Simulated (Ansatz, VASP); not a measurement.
One calculation of Se, two programs

```
CELL_PARAMETERS angstrom
2.71357 0.00000 0.00000
0.00000 2.71357 0.00000
0.00000 0.00000 2.71357
ATOMIC_POSITIONS crystal
Se 0.00000 0.00000 0.00000
```

This isn't the form of Se at room conditions, which is trigonal, of chains.

Alike in both runs: task single point; functional r2SCAN; k mesh 8 × 8 × 8; occupations fermi-dirac, width 0.1 eV; no spin polarisation.

|  | VASP | Ansatz |
| --- | --- | --- |
| version | VASP 6.6.1 | Ansatz 0.2.0 |
| potentials or method | VASP PAW PBE potentials, release 64 (Se) | plane waves, PAW |
| plane-wave cutoff (eV) | 520 | 600 |
| valence electrons in the cell | 6 | 16 |

```csv
,VASP,Ansatz,Ansatz less VASP
pressure (GPa),11.6,11.6,+0.07
```

With one functional, cell and mesh, what is left measures potentials, basis and numerics. The two sets of potentials don't hold the same shells in valence. Ansatz warned: «stress_scf_threshold_loose».

Caveats: the PAW data sets were made with another functional, which shifts forces and pressure a little (VASP).
